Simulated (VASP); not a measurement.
## LiH (strained rocksalt): one r²SCAN single-point calculation in two programs

```
CELL_PARAMETERS angstrom
0.00000 2.03304 1.99346
2.03304 0.00000 1.99346
2.03304 2.03304 0.00000
ATOMIC_POSITIONS crystal
Li 0.00000 0.00000 0.00000
H 0.50000 0.50000 0.50000
```

Each program uses its own PAW datasets. VASP's cell holds 4 valence electrons and Ansatz's 4. Ansatz's stress includes a Pulay correction; VASP's doesn't.

Cutoffs: 520 eV in VASP, 500 eV in Ansatz. k meshes: 10×10×10 and 10×10×10.

```tsv
	VASP	Ansatz
gap between bands v and c	3.41 eV	3.46 eV
least direct gap	3.55 eV	3.61 eV
pressure	-1.2 GPa	-0.9 GPa
```

Band v is the last that the valence electrons fill when counted band by band, and c is the next. Levels in eV from the top of v, Ansatz:

```
point     v−1      v      c    c+1
    Γ  -45.70  -5.54  17.09  18.72
    X  -45.65  -0.15   3.46  11.53
    K  -45.65  -0.52   4.88   8.08
    L  -45.66  -2.64   5.38  14.59
    W  -45.65  -0.28   5.76   6.03
```

VASP:

| point | v−1 | v | c | c+1 |
| --- | --- | --- | --- | --- |
| Γ | -45.85 | -5.46 | 17.21 | 18.92 |
| X | -45.79 | -0.15 | 3.41 | 11.55 |
| K | -45.79 | -0.54 | 4.84 | 8.13 |
| L | -45.81 | -2.67 | 5.51 | 14.61 |
| W | -45.79 | -0.30 | 5.72 | 5.99 |
